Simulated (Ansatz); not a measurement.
# Energy landscape near a Ga structure

The calculation used DFT PBEsol, scalar-relativistic, plane waves, PAW in Ansatz.

Settings: cutoff 420 eV, Γ-centred mesh 10×10×8 on the computed 4-atom cell, Gaussian smearing of 0.10 eV; no spin polarisation.

Reference cell:

```yaml
crystal:
  lattice:
    - [3.81696, -2.32663, 0.00000]
    - [3.81696, 2.32663, 0.00000]
    - [0.00000, 0.00000, 4.48825]
  atoms:
    - { symbol: Ga, position: [0.99031, 0.33445, 0.25000] }
    - { symbol: Ga, position: [0.33445, 0.99031, 0.75000] }
    - { symbol: Ga, position: [0.00969, 0.66555, 0.75000] }
    - { symbol: Ga, position: [0.66555, 0.00969, 0.25000] }
```

Each variant moves atoms of this cell by the vectors given, if any (Å), and then applies a symmetric strain (tensor components, Cartesian axes). The reference cell isn't relaxed at this level. Energies are per atom at zero smearing, counted from the lowest variant. Pressure is positive in compression.

1. strain (xx yy zz yz xz xy, %) 3.56 2.06 2.06 0.26 0.00 0.00; moves: Ga1 (0.061, -0.122, 0.018); Ga2 (0.061, 0.122, -0.018); Ga3 (-0.061, -0.029, -0.147); Ga4 (-0.061, 0.029, 0.147)
2. strain (xx yy zz yz xz xy, %) 3.31 4.46 5.17 -0.61 0.00 0.00; moves: Ga1 (0.024, -0.019, 0.012); Ga2 (0.024, 0.019, -0.012); Ga3 (-0.024, -0.008, -0.009); Ga4 (-0.024, 0.008, 0.009)
3. strain (xx yy zz yz xz xy, %) 0.32 1.02 2.15 1.00 0.08 -0.30; moves: Ga1 (0.022, 0.050, 0.004); Ga2 (-0.009, -0.048, -0.043); Ga3 (-0.022, -0.050, -0.004); Ga4 (0.009, 0.048, 0.043)
4. strain (xx yy zz yz xz xy, %) 3.38 0.14 2.90 0.00 0.00 -1.09; moves: Ga1 (-0.081, 0.062, -0.004); Ga2 (-0.001, -0.098, 0.004); Ga3 (0.081, -0.062, -0.004); Ga4 (0.001, 0.098, 0.004)

Question: Order the variants by energy, lowest first.

Answer: 3 (0.0 meV/atom), 4 (16.6 meV/atom), 2 (40.0 meV/atom), 1 (82.4 meV/atom).

Question: Order them by pressure, highest first.

Answer: 1 (-1.49 GPa), 3 (-1.94 GPa), 4 (-3.38 GPa), 2 (-5.01 GPa).

This form isn't the element's structure at ambient conditions.